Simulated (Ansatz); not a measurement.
Ca in Ansatz: convergence with n extra bands

The system is Ca.

```
Ca
1.0
    -2.24000    2.24000    2.24000
     2.24000   -2.24000    2.24000
     2.24000    2.24000   -2.24000
Ca
1
Cartesian
  0.0000 0.0000 0.0000
```

This isn't the form of Ca at room conditions, which is fcc.

```yaml
Program: Ansatz 0.2.0
Task: convergence study
Functional: PBE
Potentials_or_basis: JTH PAW
Cutoff: "870 eV (not typed: the program's choice for these potentials)"
k_mesh: 7 × 7 × 7
Occupations: fermi-dirac, width 0.1 eV
Spin: no spin polarisation
```

These are the settings of the first run; the series varies n extra bands, with any setting tied to it.

Hardware: 2 threads of Intel(R) Xeon(R) Processor @ 2.50GHz (Skylake/Cascade Lake) (shared host).

| n extra bands | energy less the tightest run, at zero smearing (meV/atom) | SCF cycles | CPU time (s) | peak memory (GiB) |
| --- | --- | --- | --- | --- |
| 1 | -0.11 | 6 | 3 | 0.33 |
| 2 | 0.00 | 6 | 3.3 | 0.34 |
| 4 | 0.00 | 6 | 2.8 | 0.33 |
| 8 | 0.00 | 6 | 3.2 | 0.33 |
| 16 | 0.00 | 6 | 3.6 | 0.35 |
| 32 | 0.00 | 6 | 5.4 | 0.37 |

Against the tightest run, the energy stays within 1 meV/atom from 1 on. The tightest run that finished is the yardstick and may itself not be fully converged.

Caveat, for the tightest run too: the cell was measured hot, at 740 K.
